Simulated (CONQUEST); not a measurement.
Runs of CONQUEST 1.3 on PbSe (Clausthalite). It takes space group Fm-3m (No. 225, cubic). Conventional cell: a = 6.121 Å, b = 6.121 Å, c = 6.121 Å, α = 90.00°, β = 90.00°, γ = 90.00°. Pb (site symmetry m-3m) has 6 Se at 3.06 Å as nearest neighbours. Se (site symmetry m-3m) has 6 Pb at 3.06 Å as nearest neighbours. 

```csv
task,level,potentials or basis,cell,k mesh,smearing,SCF tolerance,ensemble,temperature,max steps of the ions,mesh quality,gap on the mesh (eV),pressure (GPa),largest force (eV/Å)
single point,PBE,"PseudoDojo NC PBE, DZP, grid cutoff 300 Ha","atoms moved at random, drawn with an rms of 0.05 Å",6 × 6 × 5,fermi-dirac 0.05 eV,1e-06,-,-,-,not flagged,0.81,3.0,0.03
single point,PBE,"PseudoDojo NC PBE, DZP, grid cutoff 120 Ha",as given,6 × 6 × 5,fermi-dirac 0.05 eV,1e-06,-,-,-,not flagged,-,2.9,-
single point,PBE,"PseudoDojo NC PBE, DZ, grid cutoff 120 Ha",as given,6 × 6 × 5,fermi-dirac 0.05 eV,1e-06,-,-,-,not flagged,-,4.2,-
single point,PBE,"PseudoDojo NC PBE, SZP, grid cutoff 120 Ha","atoms moved at random, drawn with an rms of 0.05 Å",6 × 6 × 5,fermi-dirac 0.05 eV,1e-06,-,-,-,not flagged,0.98,3.5,0.07
single point,PBE,"PseudoDojo NC PBE, DZ, grid cutoff 120 Ha","atoms moved at random, drawn with an rms of 0.05 Å",6 × 6 × 5,fermi-dirac 0.05 eV,1e-06,-,-,-,not flagged,0.80,4.2,0.07
single point,PBE,"PseudoDojo NC PBE, SZP, grid cutoff 120 Ha",as given,6 × 6 × 5,fermi-dirac 0.05 eV,1e-06,-,-,-,not flagged,-,3.5,-
single point,PBE,"PseudoDojo NC PBE, SZ, grid cutoff 120 Ha",as given,6 × 6 × 5,fermi-dirac 0.05 eV,1e-06,-,-,-,not flagged,-,(a),-
```

Alike in all rows: no spin polarisation.

Q: Estimate the missing entries.

A: (a) 6.2.

Caveats: the basis of atomic orbitals isn't converged, which shifts pressures, moduli and gaps; the atomic basis is small (some runs); the real-space grid breaks the cell's symmetry a little (some runs); spin-orbit coupling is left out, which as a rule narrows the gap of such compounds by several tenths of an eV (some runs); an odd mesh through Γ misses points on the zone boundary, where band edges often lie (some runs); the box holds several primitive cells, so bands are folded and the points are those of the box's own zone (some runs).

A k mesh can miss the band edges, and the runs leave out spin-orbit coupling on Pb, Se.
